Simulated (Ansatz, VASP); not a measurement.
## AlN: VASP beside Ansatz

```
Al N
1.0
     0.00000    2.18399    2.18399
     2.18399    0.00000    2.18399
     2.18399    2.18399    0.00000
Al N
1 1
Direct
  0.00661 0.00661 0.00661
  0.75000 0.75000 0.75000
```

Change from the starting cell: all Al atoms moved +0.050 Å, as atom 1 along Cartesian [1 1 1].

Alike in both runs: task single point; functional PBE; k mesh 10 × 10 × 10; occupations gaussian, width 0.05 eV; no spin polarisation.

```csv
,VASP,Ansatz
version,VASP 6.6.1,Ansatz 0.2.0
potentials or method,"VASP PAW PBE potentials, release 64 (Al, N)","scalar-relativistic, plane waves, PAW"
plane-wave cutoff (eV),520,420
valence electrons in the cell,8,8
```

VASP gave:

| Item | Value |
| --- | --- |
| gap on the k mesh at the Fermi level (eV) | 3.17 |
| least direct gap on the mesh (eV) | 4.04 |
| pressure (GPa) | 4.9 |
| largest component of the traceless stress (GPa) | 1.83 |
| rms of the force components (eV/Å) | 0.375 |

Q: Estimate Ansatz's values.

A: gap on the k mesh at the Fermi level (eV): 3.17; least direct gap on the mesh (eV): 4.03; pressure (GPa): 5.1; largest component of the traceless stress (GPa): 1.83; rms of the force components (eV/Å): 0.374.

Atom by atom the forces differ by 0.001 eV/Å (rms over components). With one functional, cell and mesh, what is left measures potentials, basis and numerics.

A k mesh can miss the band edges.
